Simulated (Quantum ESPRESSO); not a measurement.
## ScAl3 in Quantum ESPRESSO: the effect of functional

The system is ScAl3.

```
CELL_PARAMETERS angstrom
4.08781 0.00000 0.00000
0.00000 4.08781 0.00000
0.00000 0.00000 4.08781
ATOMIC_POSITIONS crystal
Sc 0.00000 0.00000 0.00000
Al 0.50000 0.50000 0.00000
Al 0.00000 0.50000 0.50000
Al 0.50000 0.00000 0.50000
```

The cell is a database's computed one.

Alike in all runs:

```yaml
Program: Quantum ESPRESSO 7.5
Task: phonons
Cutoff: 612 eV
Density_cutoff: 4898 eV
k_mesh: 5 × 5 × 5
Occupations: cold, width 0.2 eV
Spin: no spin polarisation
```

Each run relaxes the cell or the atoms first.

```tsv
functional	potentials or basis	relaxed volume (Å³/atom)	highest phonon frequency (cm⁻¹)
LDA	GBRV 1.5 LDA	?	?
PBEsol	GBRV 1.5 PBEsol	16.82	347
WC	GBRV 1.5 PBE	16.85	344
revPBE	GBRV 1.5 PBE	17.51	333
PW91	GBRV 1.5 PBE	17.27	332
vdW-DF-cx	GBRV 1.5 PBE	16.95	345
```

Question: What does the run with functional LDA give?

Answer: Relaxed volume 16.34 Å³/atom; highest phonon frequency 352 cm⁻¹.

Caveats: the mesh is thin for the phonons of a metal; the potentials were made for another functional, which shifts forces and pressure (some runs).

Runs at the PBE level aren't shown here.
